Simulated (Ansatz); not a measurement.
Runs of Ansatz 0.2.0 on SnO. The structure is tetragonal, space group P4/nmm (No. 129). The conventional cell has a = 3.814 Å, b = 3.814 Å, c = 4.887 Å, α = 90.00°, β = 90.00°, γ = 90.00°. Around Sn (site symmetry 4mm) lie 4 O at 2.23 Å. O (site symmetry -4m2) is surrounded by 4 Sn at 2.23 Å. The cell is a database's computed one.

```tsv
task	level	cutoff (eV)	smearing	points for each segment of the path	gap on the mesh (eV)	pressure (GPa)	V0 of scaled cells (Å³/atom)	B0 (GPa)	largest force (eV/Å)
Born charges and dielectric tensor	PBEsol	420	fixed	-	0.35	-	-	-	-
band structure	LDA	420	fermi-dirac 0.05 eV	14	0.45	-3.3	-	-	0.24
band structure	r2SCAN	500	fermi-dirac 0.05 eV	14	0.50	-0.5	-	-	0.13
equation of state	r2SCAN	500	fermi-dirac 0.05 eV	-	-	-	17.69	(a)	-
equation of state	LDA	420	fermi-dirac 0.05 eV	-	-	-	17.16	(b)	-
density of states	LDA	420	tetrahedron	-	0.45	-3.3	-	-	0.24
single point	LDA	420	gaussian 0.1 eV	-	0.45	-3.3	-	-	0.24
```

Alike in all rows: potentials or basis Ansatz PAW; no spin polarisation; cell as given; k mesh 7 × 7 × 6.

**Question.** Fill in the values left out.

**Answer.** (a) 98; (b) 102.

Caveats: spin-orbit coupling is left out, which moves the levels of the heavy elements (some runs); the PAW data sets come from PBE, with cores solved anew for the run's functional, which leaves a small shift of forces and pressure (some runs); odd divisions of the mesh miss points on the zone boundary, where band edges often lie, so the gap on the mesh can be too wide (some runs); the k mesh misses the band edges, so the gap on the mesh is wider than the one along the path (some runs); the cell was scaled at fixed shape and fractional positions, which overstates the stiffness of a crystal with free parameters, most of all of layers and chains (some runs); the gap is small at this level, which inflates the dielectric constant (some runs); the PAW data sets were made with another functional, which shifts forces and pressure a little (some runs).

A k mesh can miss the band edges, and the runs leave out spin-orbit coupling on Sn.

Runs at the PBE level aren't shown here.
